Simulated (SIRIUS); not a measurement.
## SiC in SIRIUS: the effect of functional

Crystal: SiC.

```
Si C
1.0
     2.97508    0.00000    0.00000
     0.00000    4.20842    0.00000
    -1.40385    0.00000    4.77498
Si C
2 2
Direct
  0.86244 0.25000 0.21333
  0.13756 0.75000 0.78667
  0.58702 0.25000 0.68406
  0.41298 0.75000 0.31594
```

The cell was built by a generator and needn't be a form met in nature.

Alike in all runs:

```yaml
Program: SIRIUS 7.10.0
Task: single point
Potentials_or_basis: PseudoDojo 0.4.1 PBE standard (scalar relativistic)
Cutoff: 1127 eV
Density_cutoff: 4507 eV
k_mesh: 5 × 3 × 3
Occupations: fermi-dirac, width 0.05 eV
Spin: no spin polarisation
```

```csv
functional,pressure (GPa),largest force (eV/Å)
LDA,-29.3,1.33
PBEsol,-29.2,1.33
RPBE,-25.4,1.36
revPBE,-25.7,1.36
BLYP,?,?
PW91,-25.6,1.36
AM05,-30.1,1.32
BP86,-24.3,1.38
EV93PW91,-21.4,1.39
HCTH407,-27.5,1.34
```

Question: What does the run with functional BLYP give?

Answer: Pressure -18.6 GPa; largest force 1.42 eV/Å.

Caveats: all runs use coarse meshes; the potentials were made for another functional, which shifts forces and pressure; a pressure of tens of GPa on the cell as given is suspect, and the run, the potentials or the cell itself is likely at fault (some runs); the potentials were made for a functional far from this one (some runs).

Runs at the PBE level aren't shown here.
